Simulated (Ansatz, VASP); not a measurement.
# Two plane-wave programs on AlN

```
CELL_PARAMETERS angstrom
0.00000 2.18488 2.18488
2.18488 0.00000 2.18488
2.18488 2.18488 0.00000
ATOMIC_POSITIONS crystal
Al 0.00000 0.00000 0.00000
N 0.25000 0.25000 0.25000
```

The cell was built by a generator and needn't be a form met in nature.

Alike in both runs: task single point; functional r2SCAN; k mesh 10 × 10 × 10; no spin polarisation.

```csv
,VASP,Ansatz
version,VASP 6.6.1,Ansatz 0.2.0
potentials or method,"VASP PAW PBE potentials, release 64 (Al, N)","plane waves, PAW"
plane-wave cutoff (eV),520,500
occupations,"gaussian, width 0.01 eV",fixed
valence electrons in the cell,8,8
```

Ansatz gave:

- gap on the k mesh at the Fermi level (eV): 3.94
- pressure (GPa): 0.0

Q: Which values does VASP return?

A: gap on the k mesh at the Fermi level (eV): 3.93; pressure (GPa): -0.4.

Caveats: the PAW data sets were made with another functional, which shifts forces and pressure a little (VASP). A k mesh can miss the band edges. r2SCAN opens gaps a little over a GGA but as a rule still falls short of measured ones.
